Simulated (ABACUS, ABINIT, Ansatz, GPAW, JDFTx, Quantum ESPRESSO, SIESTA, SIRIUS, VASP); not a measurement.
# One calculation of MoS2, 9 ways

```
CELL_PARAMETERS angstrom
1.58000 0.91221 6.15000
-1.58000 0.91221 6.15000
0.00000 -1.82443 6.15000
ATOMIC_POSITIONS crystal
Mo 0.00000 0.00000 0.00000
S 0.41700 0.41700 0.41700
S 0.25000 0.25000 0.25000
```

Measurements of this composition are mostly on another form, of space group No. 194.

Alike in all runs: task single point; functional PBE; k mesh 10 × 10 × 10; occupations fermi-dirac, width 0.05 eV; no spin polarisation; no spin-orbit coupling. Pressure is positive in compression and, in plane waves, holds the error of the finite cutoff, which Ansatz's Pulay term estimates and takes out.

```csv
program and potentials,plane-wave cutoff (eV),notes,pressure (GPa),largest force (eV/Å)
"ABACUS, PseudoDojo NC SR 0.4.1 PBE standard, plane waves",1102,-,5.42,0.533
"VASP, PBE PAW files Mo_sv, S, 520 eV",520,-,5.21,0.506
"GPAW, GPAW PAW data sets (gpaw-data 1.2.1)",600,-,5.29,0.528
"SIESTA, files PseudoDojo sr-pbe-0.4.1-standard, DZP (energy shift 0.003 Ry; two zetas on semicore shells)",-,atomic basis,8.32,0.964
"Ansatz, Ansatz PAW (earlier soft set)",420,Pulay term of +0.03 GPa included,5.36,0.522
"SIRIUS, PseudoDojo 0.4.1 PBE standard (scalar relativistic)",1102,-,5.41,0.529
"ABINIT, JTH PAW PBE v2.0",544,-,5.36,0.526
"JDFTx, PseudoDojo-SR-PBE-0.5-standard",1088,-,5.42,0.531
"Quantum ESPRESSO, SSSP 1.3 efficiency PBE",816,-,5.27,0.521
```

Force on atom 3 (S), eV/Å:

```csv
program and potentials,x,y,z
"ABACUS, PseudoDojo NC SR 0.4.1 PBE standard, plane waves",0.000,0.000,-0.533
"VASP, PBE PAW files Mo_sv, S, 520 eV",0.000,0.000,-0.506
"GPAW, GPAW PAW data sets (gpaw-data 1.2.1)",0.000,0.000,-0.528
"SIESTA, files PseudoDojo sr-pbe-0.4.1-standard, DZP (energy shift 0.003 Ry; two zetas on semicore shells)",0.000,0.000,-0.964
"Ansatz, Ansatz PAW (earlier soft set)",0.000,0.000,-0.522
"SIRIUS, PseudoDojo 0.4.1 PBE standard (scalar relativistic)",0.000,0.000,-0.529
"ABINIT, JTH PAW PBE v2.0",0.000,0.000,-0.526
"JDFTx, PseudoDojo-SR-PBE-0.5-standard",0.000,0.000,-0.531
"Quantum ESPRESSO, SSSP 1.3 efficiency PBE",0.000,0.000,-0.521
```

The pressure spans 5.21 (VASP, PBE PAW files Mo_sv, S, 520 eV) to 8.32 GPa (SIESTA, files PseudoDojo sr-pbe-0.4.1-standard, DZP (energy shift 0.003 Ry; two zetas on semicore shells)). The atoms of the given cell lie far from their minimum at this level. Rows in atomic bases carry the error of their basis and grid, which can be large.

The functional is the same throughout but for its coding, so the spread measures potentials, basis and numerics; runs on potential files found faulty are left out.

In every run the force on the third atom, a sulfur, points along the stacking axis and away from the molybdenum plane of its own layer. The S-Mo-S sandwich is therefore too thin for PBE, and the short, strongly covalent Mo 4d-S 3p bonds push the sulfur outward. The positive pressure fits this picture, probably with a share from an in-plane lattice slightly tight for a functional that tends to overestimate bond lengths. The absence of lateral force follows from the threefold axis through each atom.

The plane-wave runs and GPAW agree closely, with pressures from 5.21 to 5.42 GPa and forces from 0.506 to 0.533 eV/Å, so the outward push hardly depends on the potentials. SIESTA, at 8.32 GPa and 0.964 eV/Å, exaggerates both quantities in the same sense, which suggests that its compact local basis favours longer Mo-S bonds. Because a single pressure averages stiff in-plane and soft interlayer stresses, it doesn't show whether the spacing between layers is too small.
